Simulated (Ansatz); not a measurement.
## BN (Fmm2)

Computed with Ansatz 0.2.0, DFT r2SCAN, scalar-relativistic, plane waves, PAW.

Cutoff 500 eV; k points 12×12×12 on the computed 2-atom cell (Γ-centred); Gaussian smearing, width 0.02 eV; no spin polarisation.

The structure is relaxed at this level of theory with its symmetry kept. This form isn't the usual stable structure of the compound.

```cif
data_structure
_symmetry_space_group_name_H-M 'Fmm2'
_symmetry_Int_Tables_number 42
_cell_length_a 2.5016
_cell_length_b 6.9649
_cell_length_c 4.3289
_cell_angle_alpha 90.000
_cell_angle_beta 90.000
_cell_angle_gamma 90.000
_cell_volume 75.42
loop_
_atom_site_label
_atom_site_type_symbol
_atom_site_symmetry_multiplicity
_atom_site_Wyckoff_symbol
_atom_site_fract_x
_atom_site_fract_y
_atom_site_fract_z
_atom_site_occupancy
B1 B 4 a 0.50000 0.00000 0.50007 1
N1 N 4 a 0.50000 0.00000 0.16663 1
```

```
Space group                                                                                                                                 : Fmm2 (No. 42)
Volume per atom                                                                                                                             : 9.43 Å³
Formation energy from the elements' standard states (uncorrected)                                                                           : -1.378 eV/atom
Generalised Kohn–Sham band gap                                                                                                              : 4.24 eV, indirect from (0.497, 0.354, -0.146) to T
Löwdin character of the top 1 eV of the valence band                                                                                        : N 2p 90 %, B 2p 9 %
Löwdin character of the lowest 1 eV of the conduction band                                                                                  : B 2p 86 %, N 2p 9 %, unprojected 4 %
Electron masses at the edge by Cartesian direction of the standard setting (m_e; degenerate bands sorted by energy; no spin-orbit coupling) : x: 2.4; y: 0.79; z: 0.22
Hole masses at the edge by Cartesian direction of the standard setting (m_e; degenerate bands sorted by energy; no spin-orbit coupling)     : x: 0.75; y: 2.7; z: 0.67
Bader charges (e)                                                                                                                           : B (1 in the cell) 2.30, N (1 in the cell) -2.30
```

Each cell of BN holds layers, and where no dispersion correction was added their binding is poorly described.